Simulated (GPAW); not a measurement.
ZnSe (Stilleite):

```xyz
2
Lattice="0.0000 2.8338 2.8338 2.8338 0.0000 2.8338 2.8338 2.8338 0.0000" Properties=species:S:1:pos:R:3 pbc="T T T"
Se    4.2507    4.2507    4.2507
Zn    0.0000    0.0000    0.0000
```

Program: GPAW 26.7.0. Alike in all runs: no spin polarisation; cell as given. Hardware: 1 thread of Arm Neoverse V2, on a shared host.

Question: Order these runs on this cell by their wall time, lowest first.
A. task single point; level LDA; potentials or basis the program's PAW data sets (release 1.2.1) made for this functional, pw; k mesh 7 × 7 × 7; cutoff (eV) 450; smearing fermi-dirac 0.05 eV; maxiter 120
B. task single point; level PBEsol; potentials or basis PAW data sets generated in the run's folder for this functional, pw; k mesh 8 × 8 × 8; cutoff (eV) 600; smearing fermi-dirac 0.05 eV; maxiter 150
C. task dielectric tensor; level LDA; potentials or basis the program's PAW data sets (release 1.2.1) made for this functional, pw; k mesh 7 × 7 × 7; cutoff (eV) 450; smearing fermi-dirac 0.001 eV; maxiter 150; response ecut 80 eV; response k mesh 20 × 20 × 20; response bands 29; kernels ["RPA", "LR0.2", "ALDA_X"]

Answer: A (4.9 s), B (16 s), C (200 s).

Caveats: the long-wavelength limit can be off by several per cent where d states take part (some runs).
